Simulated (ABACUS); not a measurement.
Ag: equation of state with LDA-PW92

The system is Ag.

```
CELL_PARAMETERS angstrom
0.00000 2.04275 2.04275
2.04275 0.00000 2.04275
2.04275 2.04275 0.00000
ATOMIC_POSITIONS crystal
Ag 0.00000 0.00000 0.00000
```

```yaml
Program: ABACUS 3.10.1
Task: equation of state
Functional: LDA-PW92
Potentials_or_basis: PseudoDojo NC SR 0.4.1 LDA stringent
Cutoff: 1184 eV
Density_cutoff: 4735 eV
Basis: plane waves
k_mesh: 9 × 9 × 9
Occupations: fermi-dirac, width 0.05 eV
Spin: no spin polarisation
```

The equilibrium volume is 16.01 Å³/atom (rough: see the caveat) and the bulk modulus is 141 GPa (rough).

Energy against volume, from the lowest point:
| volume (Å³/atom) | energy (meV/atom) |
| --- | --- |
| 16.025 | 0.00 |
| 16.707 | 12.28 |
| 17.389 | 43.75 |
| 18.071 | 89.52 |

All runs of the series together: 7.5 s on 4 threads of AMD EPYC 9R45 96-Core Processor (Zen 5), on a shared host.

Caveat: the minimum lies outside the volumes run.
